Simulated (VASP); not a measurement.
Runs of VASP 6.6.1 on Ca. All rows change the cell; the cell of one of them follows. It takes space group Pm-3m (No. 221, cubic). The conventional cell has a = 5.004 Å, b = 5.004 Å, c = 5.004 Å, α = 90.00°, β = 90.00°, γ = 90.00°. Ca (site symmetry 4/mmm) has 8 Ca at 3.54 Å as nearest neighbours. The cell was built by a generator and needn't be a form met in nature.

```tsv
task	cell	k mesh	cutoff (eV)	gap on the mesh (eV)	pressure (GPa)	relaxed volume (Å³/atom)
relaxation of cell and atoms	relaxed from: random cell by space group and Wyckoff sites (Pm-3m, No. 221)	4 × 4 × 4	600	none	0.0	(a)
single point	random cell by space group and Wyckoff sites (Pm-3m, No. 221)	10 × 10 × 10	520	none	0.0	-
relaxation of cell and atoms	relaxed from: random cell by space group and Wyckoff sites (Pm-3m, No. 221)	10 × 10 × 10	600	none	0.0	50.77
single point	random cell by space group and Wyckoff sites (Pm-3m, No. 221)	4 × 4 × 4	520	none	0.2	-
```

Alike in all rows: level PBE; potentials or basis VASP PAW PBE potentials, release 64 (Ca_sv); no spin polarisation; smearing gaussian 0.1 eV.

Q: Estimate the missing entries.

A: (a) 51.09.

Caveats: the volume moved by over 15 % at a fixed basis, so the end points are rough (some runs).

A gap of «none» marks a metal or a gap under the smearing width.
